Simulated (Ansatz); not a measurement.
# Na2S: the cell at several levels of theory

One table from this session's results is given with a row withheld; the runs are named, their logs left out.

Code: Ansatz 0.2.0. PAW datasets, plane waves, zero pressure. Calculated at 0 K for a non-magnetic cell.

**The cell**

The symmetry is Fm-3m (No. 225, cubic); conventional cell a = 6.547 Å, 23.39 Å³ an atom. Na has 4 S at 2.83 Å; S has 8 Na at 2.83 Å.

As a file:

```cif
data_structure
_symmetry_space_group_name_H-M 'P 1'
_symmetry_Int_Tables_number 1
_cell_length_a 4.6294
_cell_length_b 4.6294
_cell_length_c 4.6294
_cell_angle_alpha 60.000
_cell_angle_beta 60.000
_cell_angle_gamma 60.000
_cell_volume 70.16
loop_
_atom_site_label
_atom_site_type_symbol
_atom_site_fract_x
_atom_site_fract_y
_atom_site_fract_z
_atom_site_occupancy
Na1 Na 0.25000 0.25000 0.25000 1
Na2 Na 0.75000 0.75000 0.75000 1
S1 S 0.00000 0.00000 0.00000 1
```

Set-up of the first run:

input.yaml reads:

```yaml
crystal:
  lattice:
    - [0.0, 3.2735, 3.2735]
    - [3.2735, 0.0, 3.2735]
    - [3.2735, 3.2735, 0.0]
  atoms:
    - { symbol: Na, position: [0.25, 0.25, 0.25] }
    - { symbol: Na, position: [0.75, 0.75, 0.75] }
    - { symbol: S, position: [0.0, 0.0, 0.0] }
kpoints:
  mp_grid: { grid: [6, 6, 6] }
hamiltonian:
  xc: pbe
scf:
  occupations: { method: fermi_dirac, width: 0.02 }
relax:
  f_tol: 0.005
  cell: {}
```

Run with:

```sh
ansatz run input.yaml --threads 2 --pin off --max-ram 2211MiB --backend cpu --events-out ev --progress --plain --runs-dir out
```

Steps of the session up to this table: Relaxing with PBE; Relaxing with r2SCAN; Relaxing with PBEsol; Relaxing with LDA; HSE06: cell and atoms.

One of the session's tables, all rows but one given; the rest of the session is left out.

| level | a (Å) | volume (Å³/atom) |
| --- | --- | --- |
| PBE | 6.568 | 23.611 |
| r2SCAN | 6.511 | 23.000 |
| PBEsol | 6.501 | 22.891 |
| LDA | ? | ? |
| HSE06 | 6.520 | 23.099 |

**Question.** Estimate the row for LDA.

**Answer.** a (Å): 6.384; volume (Å³/atom): 21.684. In the column «a (Å)» it is the lowest.

LDA gives the smallest cell and PBE the largest; they differ by 8.9 % in volume, a mean of 2.9 % in length. The meshes differ: PBE 6×6×6, r2SCAN 6×6×6, PBEsol 6×6×6, LDA 6×6×6, HSE06 4×4×4.
